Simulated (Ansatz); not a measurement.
Here is an Ansatz 0.2.0 calculation.

Contents of input.yaml:

```yaml
crystal:
  lattice:
    - [4.5217010823, 0.0, 0.0]
    - [-2.2608505411, 3.9159080056, 0.0]
    - [0.0, 0.0, 2.82624427]
  atoms:
    - { symbol: Ti, position: [0.6666666667, 0.3333333333, 0.5] }
    - { symbol: Ti, position: [0.3333333333, 0.6666666667, 0.5] }
    - { symbol: Ti, position: [0.0, 0.0, 0.0] }
hamiltonian:
  xc: pbe
  pseudopotentials: { kind: paw }
kpoints:
  mp_grid: { grid: [7, 7, 9] }
scf:
  occupations: { method: fermi_dirac, width: 0.05 }
output:
  forces: true
  stress: true
  eigenvalues: true
relax:
  f_tol: 0.01
  max_steps: 40
```

Potentials or basis: Ansatz PAW.

Run with:

```console
$ ansatz run input.yaml --threads 2 --pin off --max-ram 5632MiB --backend cpu --events-out ev --progress --plain --runs-dir out
```

**Question.** Predict the band gap on the k mesh.

**Answer.** None (metal or under the smearing width).

Stress tensor (GPa, compression positive):
```
3.85 0.00 0.00
0.00 3.85 0.00
0.00 0.00 1.82
```

Caveat: the relaxation stopped at its first step, so nothing moved; the thresholds are loose for stress.
